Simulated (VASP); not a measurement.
# Al2O3 (Corundum) (R-3c) in VASP: settings compared, part 2 of 4

VASP 6.6.1. Earlier steps stand in the parts before.

## Step 3: Band structure, PBE

File POSCAR:

```
Al2O3
1.0
    2.3802500000      1.3742379782      4.3318666667
   -2.3802500000      1.3742379782      4.3318666667
    0.0000000000     -2.7484759565      4.3318666667
Al O
4 6
Direct
    0.8521600000      0.8521600000      0.8521600000
    0.6478400000      0.6478400000      0.6478400000
    0.1478400000      0.1478400000      0.1478400000
    0.3521600000      0.3521600000      0.3521600000
    0.0566800000      0.7500000000      0.4433200000
    0.7500000000      0.4433200000      0.0566800000
    0.4433200000      0.0566800000      0.7500000000
    0.9433200000      0.2500000000      0.5566800000
    0.2500000000      0.5566800000      0.9433200000
    0.5566800000      0.9433200000      0.2500000000
```

File INCAR.step1:

```
SYSTEM = Al2O3
  ALGO = Normal
  EDIFF = 1E-6
  ENCUT = 520
  GGA = PE
  ISIF = 2
  ISMEAR = -1
  LASPH = .True.
  LCHARG = .True.
  LREAL = .False.
  LWAVE = .False.
  NELM = 80
  PREC = Accurate
  SIGMA = 0.05
```

File KPOINTS.step1:

```
k-points
0
Gamma
  7 7 7
  0 0 0
```

File INCAR.step2:

```
SYSTEM = Al2O3
  ALGO = Normal
  EDIFF = 1E-6
  ENCUT = 520
  GGA = PE
  ICHARG = 11
  ISIF = 2
  ISMEAR = 0
  LASPH = .True.
  LCHARG = .False.
  LREAL = .False.
  LWAVE = .False.
  NELM = 80
  PREC = Accurate
  SIGMA = 0.05
```

File KPOINTS.step2:

```
path GLB1,BZGX,QFP1Z,LP
15
line-mode
reciprocal
 0.0000000000  0.0000000000  0.0000000000  G
 0.5000000000  0.0000000000  0.0000000000  L

 0.5000000000  0.0000000000  0.0000000000  L
 0.5000000000  0.2337604794 -0.2337604794  B1

 0.7662395206  0.5000000000  0.2337604794  B
 0.5000000000  0.5000000000  0.5000000000  Z

 0.5000000000  0.5000000000  0.5000000000  Z
 0.0000000000  0.0000000000  0.0000000000  G

 0.0000000000  0.0000000000  0.0000000000  G
 0.3668802397  0.0000000000 -0.3668802397  X

 0.6331197603  0.3668802397  0.0000000000  Q
 0.5000000000  0.5000000000  0.0000000000  F

 0.5000000000  0.5000000000  0.0000000000  F
 0.6331197603  0.6331197603  0.2337604794  P1

 0.6331197603  0.6331197603  0.2337604794  P1
 0.5000000000  0.5000000000  0.5000000000  Z

 0.5000000000  0.0000000000  0.0000000000  L
 0.7662395206  0.3668802397  0.3668802397  P
```

Potentials or basis: VASP PAW PBE potentials, release 54 (Al, O).

Launch:

```console
$ cat potpaw_PBE.54/Al/POTCAR potpaw_PBE.54/O/POTCAR > POTCAR
$ cp INCAR.step1 INCAR
$ cp KPOINTS.step1 KPOINTS
$ mpirun -np 1 vasp_std > vasp.out
$ cp INCAR.step2 INCAR
$ cp KPOINTS.step2 KPOINTS
$ mpirun -np 1 vasp_std > vasp.out
```

OUTCAR:

```text
SYSTEM = Al2O3
   EDIFF = 1E-6
   ENCUT = 520
   GGA = PE
   ICHARG = 11
   ISIF = 2
   ISMEAR = 0
   LASPH = .True.
   LREAL = .False.
   NELM = 80
   PREC = Accurate

 ion  position               nearest neighbor table
   1  0.852  0.852  0.852-   8 1.85   9 1.85  10 1.85   6 1.97   7 1.97   5 1.97   2 2.66   3 2.79
                             3 2.79   3 2.79   2 3.22   2 3.22   2 3.22
   2  0.648  0.648  0.648-   9 1.85   8 1.85  10 1.85   5 1.97   7 1.97   6 1.97   1 2.66   4 2.79
                             4 2.79   4 2.79   1 3.22   1 3.22   1 3.22
   3  0.148  0.148  0.148-   5 1.85   6 1.85   7 1.85   9 1.97  10 1.97   8 1.97   4 2.66   1 2.79
                             1 2.79   1 2.79   4 3.22   4 3.22   4 3.22
   4  0.352  0.352  0.352-   6 1.85   5 1.85   7 1.85   8 1.97  10 1.97   9 1.97   3 2.66   2 2.79
                             2 2.79   2 2.79   3 3.22   3 3.22   3 3.22
   5  0.057  0.750  0.443-   3 1.85   4 1.85   2 1.97   1 1.97
   6  0.750  0.443  0.057-   4 1.85   3 1.85   1 1.97   2 1.97
   7  0.443  0.057  0.750-   3 1.85   4 1.85   1 1.97   2 1.97
   8  0.943  0.250  0.557-   1 1.85   2 1.85   4 1.97   3 1.97
   9  0.250  0.557  0.943-   2 1.85   1 1.85   3 1.97   4 1.97
  10  0.557  0.943  0.250-   1 1.85   2 1.85   3 1.97   4 1.97

[... 202 lines left out ...]

 k-point     1 :       0.0000    0.0000    0.0000
  band No.  band energies     occupation
      1     -13.1028      2.00000
      2     -10.7685      2.00000
      3     -10.4902      2.00000
      4     -10.4902      2.00000
      5     -10.1755      2.00000
      6     -10.1755      2.00000
[... 781 lines left out ...]
     29      16.8408      0.00000
     30      16.8408      0.00000

 [... further k-points ...]
[... 5 lines left out ...]
  --------------------------------------------------------------------------------------
  -------------------------------------------------------------------------------------
  Total        3.3949376      3.3949376      3.2701272      0.0000000     -0.0000000      0.0000000
  in kB       63.9781281     63.9781281     61.6260559      0.0000000     -0.0000000      0.0000000
  external PRESSURE =      63.1941041 kB  Pullay stress =       0.0000000 kB

 VOLUME and BASIS-vectors are now :
 -----------------------------------------------------------------------------
  energy-cutoff  :      520.00
  volume of cell :       85.02
      direct lattice vectors                 reciprocal lattice vectors
     2.380250000  1.374237978  4.331866667     0.210061968  0.121279334  0.076949121
    -2.380250000  1.374237978  4.331866667    -0.210061968  0.121279334  0.076949121
     0.000000000 -2.748475957  4.331866667     0.000000000 -0.242558668  0.076949121

 POSITION                                       TOTAL-FORCE (eV/Angst)
 -----------------------------------------------------------------------------------
      0.00000     -0.00000     11.07433        -0.000000      0.000000     -0.021187
      0.00000     -0.00000      8.41907        -0.000000     -0.000000      0.021187
      0.00000     -0.00000      1.92127        -0.000000     -0.000000      0.021187
      0.00000     -0.00000      4.57653        -0.000000      0.000000     -0.021187
     -1.65027     -0.10988      5.41483        -0.001473     -0.002551      0.000000
      0.72998      1.48412      5.41483        -0.001473      0.002551      0.000000
      0.92030     -1.37424      5.41483         0.002946     -0.000000      0.000000
      1.65027      0.10988      7.58077         0.001473      0.002551      0.000000
     -0.72998     -1.48412      7.58077         0.001473     -0.002551      0.000000
     -0.92030      1.37424      7.58077        -0.002946     -0.000000      0.000000
 -----------------------------------------------------------------------------------
    total drift:                               -0.000000     -0.000000      0.000000

  FREE ENERGIE OF THE ION-ELECTRON SYSTEM (eV)
  ---------------------------------------------------
  free  energy   TOTEN  =       -74.8758909040 eV

  energy  without entropy=      -74.8758909040  energy(sigma->0) =      -74.87589090
```

OUTCAR.step1:

```text
SYSTEM = Al2O3
   EDIFF = 1E-6
   ENCUT = 520
   GGA = PE
   ISIF = 2
[... 1053 lines left out ...]
      0.92030     -1.37424      5.41483         0.025729     -0.000000      0.000000
      1.65027      0.10988      7.58077         0.012864      0.022282     -0.000000
     -0.72998     -1.48412      7.58077         0.012864     -0.022282     -0.000000
     -0.92030      1.37424      7.58077        -0.025729      0.000000     -0.000000
 -----------------------------------------------------------------------------------
    total drift:                               -0.000000      0.000000     -0.000000

  FREE ENERGIE OF THE ION-ELECTRON SYSTEM (eV)
  ---------------------------------------------------
  free  energy   TOTEN  =       -74.7523439845 eV

  energy  without entropy=      -74.7523439844  energy(sigma->0) =      -74.75234398
```

OSZICAR.step1:

```text
N       E                     dE             d eps       ncg     rms          rms(c)
DAV:   1     0.260760143757E+03    0.26076E+03   -0.26030E+04  2640   0.153E+03
DAV:   2    -0.689158440706E+02   -0.32968E+03   -0.32023E+03  3464   0.317E+02
DAV:   3    -0.826930559992E+02   -0.13777E+02   -0.13740E+02  3168   0.721E+01
DAV:   4    -0.828130629828E+02   -0.12001E+00   -0.11986E+00  3168   0.762E+00
DAV:   5    -0.828147209136E+02   -0.16579E-02   -0.16577E-02  3066   0.901E-01    0.176E+01
DAV:   6    -0.747016698702E+02    0.81131E+01   -0.35429E+01  3060   0.332E+01    0.603E+00
DAV:   7    -0.747273716323E+02   -0.25702E-01   -0.68553E-01  3116   0.471E+00    0.322E+00
DAV:   8    -0.747462903138E+02   -0.18919E-01   -0.66102E-02  3084   0.225E+00    0.689E-01
DAV:   9    -0.747517887383E+02   -0.54984E-02   -0.14523E-02  3138   0.797E-01    0.306E-01
DAV:  10    -0.747523911667E+02   -0.60243E-03   -0.83245E-04  3120   0.194E-01    0.625E-02
DAV:  11    -0.747523434123E+02    0.47754E-04   -0.44509E-04  3144   0.124E-01    0.233E-02
DAV:  12    -0.747523441717E+02   -0.75939E-06   -0.29740E-05  3150   0.349E-02    0.431E-03
DAV:  13    -0.747523439845E+02    0.18723E-06   -0.26161E-06  2238   0.996E-03
   1 F= -.74752344E+02 E0= -.74752344E+02  d E =-.656165E-10
```

Wall time 3.8 min (1 thread of AMD EPYC 9R14 (Zen 4), shared host); peak memory 0.35 GiB.

What came out:

* Band gap on the k mesh: 6.22 eV, direct
* Band gap along the path: 6.22 eV, direct

Levels at the corners of the path, in eV from the valence-band top:
| point | band 20 | band 21 | band 22 | band 23 | band 24 | band 25 | band 26 | band 27 | band 28 | band 29 |
| --- | --- | --- | --- | --- | --- | --- | --- | --- | --- | --- |
| Γ | -0.50 | -0.50 | -0.04 | -0.04 | 0.00 | 6.22 | 9.14 | 10.73 | 11.52 | 11.52 |
| L | -1.33 | -0.91 | -0.91 | -0.27 | -0.27 | 9.47 | 9.47 | 9.63 | 9.63 | 11.79 |
| L | -1.33 | -0.91 | -0.91 | -0.27 | -0.27 | 9.47 | 9.47 | 9.63 | 9.63 | 11.79 |
| B1 | -1.19 | -0.85 | -0.85 | -0.51 | -0.51 | 9.70 | 9.70 | 10.12 | 10.12 | 10.59 |
| B | -1.19 | -0.85 | -0.85 | -0.51 | -0.51 | 9.70 | 9.70 | 10.12 | 10.12 | 10.59 |
| Z | -2.00 | -0.38 | -0.38 | -0.38 | -0.38 | 8.67 | 8.67 | 11.08 | 11.08 | 12.50 |
| Z | -2.00 | -0.38 | -0.38 | -0.38 | -0.38 | 8.67 | 8.67 | 11.08 | 11.08 | 12.50 |
| Γ | -0.50 | -0.50 | -0.04 | -0.04 | 0.00 | 6.22 | 9.14 | 10.73 | 11.52 | 11.52 |
| Γ | -0.50 | -0.50 | -0.04 | -0.04 | 0.00 | 6.22 | 9.14 | 10.73 | 11.52 | 11.52 |
| X | -1.11 | -0.89 | -0.84 | -0.56 | -0.29 | 9.50 | 9.54 | 9.75 | 10.21 | 10.71 |
| Q | -1.11 | -0.89 | -0.84 | -0.56 | -0.29 | 9.50 | 9.54 | 9.75 | 10.21 | 10.71 |
| F | -1.30 | -1.03 | -0.92 | -0.74 | -0.26 | 9.64 | 9.72 | 9.93 | 10.40 | 11.13 |
| F | -1.30 | -1.03 | -0.92 | -0.74 | -0.26 | 9.64 | 9.72 | 9.93 | 10.40 | 11.13 |
| P1 | -1.07 | -1.04 | -0.86 | -0.75 | -0.47 | 9.73 | 9.93 | 10.20 | 10.37 | 10.38 |
| P1 | -1.07 | -1.04 | -0.86 | -0.75 | -0.47 | 9.73 | 9.93 | 10.20 | 10.37 | 10.38 |
| Z | -2.00 | -0.38 | -0.38 | -0.38 | -0.38 | 8.67 | 8.67 | 11.08 | 11.08 | 12.49 |
| L | -1.33 | -0.91 | -0.91 | -0.27 | -0.27 | 9.47 | 9.47 | 9.63 | 9.63 | 11.79 |
| P | -1.07 | -1.04 | -0.86 | -0.75 | -0.47 | 9.73 | 9.93 | 10.20 | 10.37 | 10.38 |

Caveat: the log is that of the step along the path at fixed density, whose energy, stress, charges and moments have no meaning.

(Continued in part 3 of 4.)
